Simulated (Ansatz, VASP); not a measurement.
**Two plane-wave programs on InP**

```xyz
2
Lattice="0.0000 2.9800 2.9800 2.9800 0.0000 2.9800 2.9800 2.9800 0.0000" Properties=species:S:1:pos:R:3 pbc="T T T"
In    0.0000    0.0000    0.0000
P     1.4900    1.4900    1.4900
```

Alike in both runs: task relaxation of cell and atoms; functional LDA; k mesh 10 × 10 × 10; occupations gaussian, width 0.02 eV; no spin polarisation.

|  | VASP | Ansatz |
| --- | --- | --- |
| version | VASP 6.6.1 | Ansatz 0.2.0 |
| potentials or method | VASP PAW LDA potentials, release 64 (In_d, P) | scalar-relativistic, plane waves, PAW |
| plane-wave cutoff (eV) | 600 | 420 |
| valence electrons in the cell | 18 | 18 |

```tsv
	VASP	Ansatz	Ansatz less VASP
gap on the k mesh at the Fermi level, each at its own relaxed structure (eV)	0.60	0.58	-0.024
relaxed volume (Å³/atom)	24.75	24.73	-0.018
relaxed cell length with the largest relative difference (Å)	4.121	4.120	-0.0010
energy change over the relaxation (meV/atom)	-23	-24	-0.6
```

Caveats: spin-orbit coupling is left out, which moves the levels of the heavy elements. Zero-point motion and thermal expansion aren't in these numbers. LDA usually gives volumes a few per cent too small.
